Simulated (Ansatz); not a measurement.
A run of Ansatz 0.2.0 is set up as follows.

The input input.yaml:

```yaml
crystal:
  lattice:
    - [-1.66395, 1.66395, 1.66395]
    - [1.66395, -1.66395, 1.66395]
    - [1.66395, 1.66395, -1.66395]
  atoms:
    - { symbol: Nb, position: [0.0, 0.0, 0.0] }
hamiltonian:
  xc: pbesol
  pseudopotentials: { kind: paw }
kpoints:
  mp_grid: { grid: [11, 11, 11] }
  band_path:
    path:
      - [[0.0, 0.0, 0.0], [0.5, -0.5, 0.5], [0.0, 0.0, 0.5], [0.0, 0.0, 0.0], [0.25, 0.25, 0.25], [0.5, -0.5, 0.5]]
      - [[0.25, 0.25, 0.25], [0.0, 0.0, 0.5]]
    npoints: 14
scf:
  occupations: { method: fermi_dirac, width: 0.05 }
  n_extra_bands: 6
output:
  forces: true
  stress: true
  eigenvalues: true
  fatbands: false
  write_density: true
  write_potential: true
  elf: true
  volumetric_format: npy
```

Potentials or basis: Ansatz PAW.

Run with:

```console
$ ansatz run input.yaml --threads 2 --pin off --max-ram 5632MiB --backend cpu --events-out ev --progress --plain --runs-dir out
```

Task: What does it give for the pressure?

Result: -7.8 GPa.

Task: Estimate the band gap on the k mesh.

Result: None (metal or under the smearing width).

Levels at the corners of the path, in eV from the Fermi level:
```csv
point,band 2,band 3,band 4,band 5,band 6,band 7,band 8,band 9,band 10,band 11
Γ,-29.62,-29.62,-29.62,-5.86,0.40,0.40,0.40,3.24,3.24,14.10
H,-30.50,-30.50,-30.50,-3.57,-3.57,5.51,5.51,5.51,8.89,8.89
N,-30.90,-30.03,-29.63,-3.60,-1.56,2.22,3.26,3.92,6.26,11.54
Γ,-29.62,-29.62,-29.62,-5.86,0.40,0.40,0.40,3.24,3.24,14.10
P,-30.27,-30.27,-30.27,-1.04,-1.04,-1.04,4.05,4.05,9.17,11.72
H,-30.50,-30.50,-30.50,-3.57,-3.57,5.51,5.51,5.51,8.89,8.89
P,-30.27,-30.27,-30.27,-1.04,-1.04,-1.04,4.05,4.05,9.17,11.72
N,-30.90,-30.03,-29.63,-3.60,-1.56,2.22,3.26,3.92,6.26,11.54
```

Caveat: the PAW data sets come from PBE, with cores solved anew for the run's functional, which leaves a small shift of forces and pressure.
